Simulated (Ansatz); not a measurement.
**Stress against strain in MoP**

```yaml
crystal:
  lattice:
    - [3.22300, 0.00000, 0.00000]
    - [-1.61150, 2.79120, 0.00000]
    - [0.00000, 0.00000, 3.19100]
  atoms:
    - { symbol: Mo, position: [0.00000, 0.00000, 0.00000] }
    - { symbol: P, position: [0.33333, 0.66667, 0.50000] }
```

Atom numbers follow the list: Mo1, P2.

The geometry is COD entry 1539074, unchecked; take it as a test cell.

Spin polarisation is left out, and whether a magnetic state lies lower isn't shown here.

These are results of DFT, PBEsol, all-electron LAPW, scalar-relativistic in Ansatz 0.2.0, not measurements.

Settings: a Γ-centred 15×15×13 k mesh, Fermi–Dirac smearing of 0.08 eV, basis error target 0.25 meV/atom, no spin polarisation.

The strain is applied along the Cartesian axes of the cell as listed (the other components stay zero). Fractional coordinates are held (clamped ions).

σ is the change of stress from the unstrained cell, which is at -3.60 GPa; tension is positive, so slopes are stress–strain coefficients at that pressure. In a metal the k mesh adds noise.

Only quantities that a quadratic follows smoothly over the whole series are listed; rougher ones are left out.

```tsv
εzz	σzz (GPa)	σxx (GPa)
-0.0200	-10.35	-3.31
0.0000	0.00	0.00
0.0100	4.71	1.49
0.0200	9.14	2.88
```

Task: Fit the series and read off the stiffness at zero strain.

Result: Least-squares fits y = p0 + p1 x + p2 x² to the rows give σzz (GPa): p1 = 487, p2 = -1500; σxx (GPa): p1 = 155, p2 = -530. So C33 = 487 GPa and C13 = 155 GPa, for these axes.

Task: One run, at εzz = -0.0100, is withheld. Predict its row.

Result: The fits give -5.03, -1.60; the run gave -5.02, -1.60.
